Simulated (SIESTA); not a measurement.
The system is MgO.

```
Mg O
1.0
     0.00000    2.09700    2.09700
     2.09700    0.00000    2.09700
     2.09700    2.09700    0.00000
Mg O
1 1
Cartesian
  0.0000 0.0000 0.0000
  2.0970 2.0970 2.0970
```

The cell is a database's computed one.

Base run:

```yaml
Program: SIESTA 5.4.2
Functional: PBE
Potentials_or_basis: PseudoDojo 0.4 standard (PBE files)
Basis: DZP (energy shift 0.003 Ry; two zetas on semicore shells)
Grid_cutoff: 800 Ry
Energy_shift: 0.003 Ry
k_mesh: 11 × 11 × 11
Occupations: fermi-dirac, width 0.05 eV
Spin: no spin polarisation
```

Its results: band gap on the k mesh 4.76 eV, direct; pressure 10.5 GPa.

Task: The run is repeated on the same cell with these changes: functional from PBE to LDA; potentials or basis from PseudoDojo 0.4 standard (PBE files) to PseudoDojo 0.4 standard (LDA files). What comes out?

Result: Band gap on the k mesh 4.71 eV, direct; pressure -0.3 GPa.

Caveats: the basis of atomic orbitals isn't converged, which shifts pressures, moduli and gaps; the basis holds too few empty states to meet the f-sum rule, so the spectrum is short of weight at high energy (some runs); an odd mesh through Γ misses points on the zone boundary, where band edges often lie (some runs).

Not every run made on this cell is shown here.
